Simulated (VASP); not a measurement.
**NaI (rocksalt): a GW calculation on PBE orbitals in VASP**

INCAR, step 1 (ground state)

```
EDIFF = 1E-7
LCHARG = .FALSE.
LREAL = .FALSE.
GGA = PE
LWAVE = .TRUE.
NELM = 120
ENCUT = 400
ISMEAR = 0
SIGMA = 0.01
LASPH = .TRUE.
PREC = Accurate
```

INCAR, step 2 (empty bands)

```
ISTART = 1
ENCUT = 400
PREC = Accurate
GGA = PE
LOPTICS = .TRUE.
ISMEAR = 0
NBANDS = 289
LWAVE = .TRUE.
LCHARG = .FALSE.
SIGMA = 0.01
EDIFF = 1E-7
LREAL = .FALSE.
LASPH = .TRUE.
NELM = 1
ALGO = Exact
```

INCAR, step 3 (GW)

```
NBANDS = 289
NOMEGA = 64
LCHARG = .FALSE.
NBANDSGW = 16
LWAVE = .FALSE.
ENCUT = 400
ALGO = EVGW0
ENCUTGWSOFT = 150
LASPH = .TRUE.
EDIFF = 1E-7
NELMGW = 3
ISMEAR = 0
LREAL = .FALSE.
ENCUTGW = 150
PREC = Accurate
NELM = 120
GGA = PE
ISTART = 1
SIGMA = 0.01
PRECFOCK = Fast
```

KPOINTS

```
KPOINTS created by Atomic Simulation Environment
0
Gamma
4 4 4
0 0 0
```

POSCAR

```
Na I
 1.0000000000000000
    -0.0000000000000000    3.2297205588221849    3.2297205588221849
     3.2297205588221849   -0.0000000000000000    3.2297205588221849
     3.2297205588221849    3.2297205588221849   -0.0000000000000000
 Na  I
   1   1
Cartesian
 -0.0000000000000000  0.0000000000000000 -0.0000000000000000
  3.2297205588221840  3.2297205588221840  3.2297205588221840
```

VASP ran with the GW set of PAW datasets (16 valence electrons in the cell).

Command

```
mpirun -np 1 vasp_std
```

From OUTCAR

```
k-points           NKPTS =      8   k-points in BZ     NKDIM =     64   number of bands    NBANDS=    289

   NELECT =      16.0000    total number of electrons

   dimension x,y,z NGX =    30 NGY =   30 NGZ =   30
   dimension x,y,z NGXF=    60 NGYF=   60 NGZF=   60

  energy-cutoff  :      400.00
  volume of cell :       67.38
      direct lattice vectors                 reciprocal lattice vectors
     0.000000000  3.229720559  3.229720559    -0.154812155  0.154812155  0.154812155
     3.229720559  0.000000000  3.229720559     0.154812155 -0.154812155  0.154812155
     3.229720559  3.229720559  0.000000000     0.154812155  0.154812155 -0.154812155

 k-points in reciprocal lattice and weights: KPOINTS created by Atomic Simulation Env
   0.00000000  0.00000000  0.00000000       0.016
   0.25000000  0.00000000  0.00000000       0.125
   0.50000000  0.00000000  0.00000000       0.062
   0.25000000  0.25000000  0.00000000       0.094
   0.50000000  0.25000000  0.00000000       0.375
  -0.25000000  0.25000000  0.00000000       0.188
   0.50000000  0.50000000  0.00000000       0.047
  -0.25000000  0.50000000  0.25000000       0.094

 QP shifts <psi_nk| G(iteration)W_0 |psi_nk>: iteration 1
 for sc-GW calculations column KS-energies equals QP-energies in previous step
 and V_xc(KS)=  KS-energies - (<T + V_ion + V_H > + <T+V_H+V_ion>^1  + <V_x>^1)

 k-point   1 :       0.0000    0.0000    0.0000
  band No.  KS-energies  QP-energies   sigma(KS)   V_xc(KS)     V^pw_x(r,r')   Z            occupation Imag(sigma)

      1     -49.6760     -57.8516     -40.4608     -29.2766     -49.0978       0.7310       2.0000       0.4668
      2     -21.6113     -26.7212     -34.9482     -28.3135     -41.2871       0.7702       2.0000       0.2305
      3     -21.6113     -26.7212     -34.9482     -28.3135     -41.2871       0.7702       2.0000       0.2305
      4     -21.6113     -26.7212     -34.9482     -28.3135     -41.2871       0.7702       2.0000       0.2305
      5     -10.2063     -11.6635     -13.9211     -11.9507     -18.9293       0.7395       2.0000       1.5082
      6       0.8253      -0.7344     -13.2825     -11.3007     -14.3146       0.7870       2.0000       0.1402
      7       0.8253      -0.7344     -13.2825     -11.3007     -14.3146       0.7870       2.0000       0.1402
      8       0.8253      -0.7344     -13.2825     -11.3007     -14.3146       0.7870       2.0000       0.1402
      9       4.4770       5.0564      -6.7423      -7.4451      -3.6163       0.8244       0.0000      -0.1463
     10       8.7837       9.3446      -6.4052      -7.1002      -2.9652       0.8069       0.0000      -0.1910
     11       8.7837       9.3446      -6.4052      -7.1002      -2.9652       0.8069       0.0000      -0.1910
     12       8.7837       9.3446      -6.4052      -7.1002      -2.9652       0.8069       0.0000      -0.1910
     13      10.6486      11.3783      -7.1255      -8.0453      -3.3687       0.7933       0.0000      -0.2399
     14      10.6486      11.3783      -7.1255      -8.0453      -3.3687       0.7933       0.0000      -0.2399
     15      11.2669      11.5101      -5.1904      -5.4997      -1.2263       0.7863       0.0000      -0.3357
     16      12.3782      13.0394      -6.8928      -7.7394      -2.6420       0.7809       0.0000      -0.3968

 ...

 QP shifts <psi_nk| G(iteration)W_0 |psi_nk>: iteration 2

 k-point   1 :       0.0000    0.0000    0.0000
  band No. old QP-enery  QP-energies   sigma(KS)   T+V_ion+V_H  V^pw_x(r,r')   Z            occupation Imag(sigma)

      1     -57.8516     -59.9881     -40.3148     -20.3994     -49.0978       0.7463       2.0000       0.5258
      2     -26.7212     -27.8518     -34.9150       6.7022     -41.2871       0.7580       2.0000       0.2336
      3     -26.7212     -27.8518     -34.9150       6.7022     -41.2871       0.7580       2.0000       0.2336
      4     -26.7212     -27.8518     -34.9150       6.7022     -41.2871       0.7580       2.0000       0.2336
      5     -11.6635     -12.0143     -13.8850       1.7444     -18.9293       0.7352       2.0000       1.4801
      6      -0.7344      -0.9986     -13.1946      12.1261     -14.3146       0.7908       2.0000       0.1435
      7      -0.7344      -0.9986     -13.1946      12.1261     -14.3146       0.7908       2.0000       0.1435
      8      -0.7344      -0.9986     -13.1946      12.1261     -14.3146       0.7908       2.0000       0.1435
      9       5.0564       5.1172      -6.7921      11.9220      -3.6163       0.8262       0.0000      -0.1493
     10       9.3446       9.4143      -6.4530      15.8839      -2.9652       0.8073       0.0000      -0.1935
     11       9.3446       9.4143      -6.4530      15.8839      -2.9652       0.8073       0.0000      -0.1935
     12       9.3446       9.4143      -6.4530      15.8839      -2.9652       0.8073       0.0000      -0.1935
     13      11.3783      11.4635      -7.2080      18.6939      -3.3687       0.7922       0.0000      -0.2473
     14      11.3783      11.4635      -7.2080      18.6939      -3.3687       0.7922       0.0000      -0.2473
     15      11.5101      11.5815      -5.1660      16.7666      -1.2263       0.7883       0.0000      -0.3154
     16      13.0394      13.1413      -6.9470      20.1176      -2.6420       0.7766       0.0000      -0.4026

 ...

 QP shifts <psi_nk| G(iteration)W_0 |psi_nk>: iteration 3

 k-point   1 :       0.0000    0.0000    0.0000
  band No. old QP-enery  QP-energies   sigma(KS)   T+V_ion+V_H  V^pw_x(r,r')   Z            occupation Imag(sigma)

      1     -59.9881     -60.4480     -40.2232     -20.3994     -49.0978       0.7248       2.0000       0.5551
      2     -27.8518     -28.1318     -34.9196       6.7022     -41.2871       0.7656       2.0000       0.2320
      3     -27.8518     -28.1318     -34.9196       6.7022     -41.2871       0.7656       2.0000       0.2320
      4     -27.8518     -28.1318     -34.9196       6.7022     -41.2871       0.7656       2.0000       0.2320
      5     -12.0143     -12.0950     -13.8686       1.7444     -18.9293       0.7344       2.0000       1.4938
      6      -0.9986      -1.0450     -13.1834      12.1261     -14.3146       0.7907       2.0000       0.1441
      7      -0.9986      -1.0450     -13.1834      12.1261     -14.3146       0.7907       2.0000       0.1441
      8      -0.9986      -1.0450     -13.1834      12.1261     -14.3146       0.7907       2.0000       0.1441
      9       5.1172       5.1229      -6.7980      11.9220      -3.6163       0.8268       0.0000      -0.1497
     10       9.4143       9.4225      -6.4595      15.8839      -2.9652       0.8077       0.0000      -0.1938
     11       9.4143       9.4225      -6.4595      15.8839      -2.9652       0.8077       0.0000      -0.1938
     12       9.4143       9.4225      -6.4595      15.8839      -2.9652       0.8077       0.0000      -0.1938
     13      11.4635      11.4733      -7.2180      18.6939      -3.3687       0.7922       0.0000      -0.2481
     14      11.4635      11.4733      -7.2180      18.6939      -3.3687       0.7922       0.0000      -0.2481
     15      11.5815      11.5931      -5.1704      16.7666      -1.2263       0.7883       0.0000      -0.3160
     16      13.1413      13.1546      -6.9592      20.1176      -2.6420       0.7761       0.0000      -0.4056

 ...
```

| Quantity | Value |
| --- | --- |
| PBE gap on the mesh | 3.65 eV |
| G₀W₀ gap on the mesh | 5.79 eV |

These GW values are short of the basis and mesh limit.

The run (its last step) took about 6.9 min on one core of a shared host (Intel Xeon 6975P-C) and held 0.72 GiB at most.
